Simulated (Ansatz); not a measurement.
Input and command of a calculation in Ansatz (plane waves; scalar-relativistic PAW potentials unless the input names others):

```yaml
crystal:
  lattice:
    - [-0.3121568123, 2.6676323641, 1.9686749399]
    - [1.7663578955, -0.1206698618, 1.7771879894]
    - [1.9262900717, 2.6360775898, -0.280602038]
  atoms:
    - { symbol: Hf, position: [0.0, 0.0, 0.0] }
basis:
  ecutwfc: "400 K"
kpoints:
  mp_grid: { grid: [14, 14, 14] }
hamiltonian:
  xc: pbe
scf:
  occupations: { method: gaussian, width: 0.15 }
  max_iter: 80
output:
  forces: true
  eigenvalues: true
  stress: true
relax:
  adjacent_minimum: "off"
  f_tol: 0.01
  max_steps: 80
```

```bash
ansatz run input.yaml --threads 1 --pin off --max-ram 2560MiB --backend cpu --events-out ev --progress --plain --runs-dir out
```

Question: Will this input run?

Answer: The program refuses it, because of a cutoff in the wrong unit (basis.ecutwfc: 420 → "400 K"). With the sound run's settings it is accepted.

Abridged log:
```
Error: inconsistent input (basis.ecutwfc, kpoints): the smallest per-k basis holds n_pw = 0 plane waves (k-point 1, counted from 0 among those solved) but the deck needs at least 14 band(s) per channel, and no run solves more bands than the smallest per-k basis has plane waves; raise basis.ecutwfc until the smallest per-k basis, which caps the automatic band count, holds at least 14 plane waves
```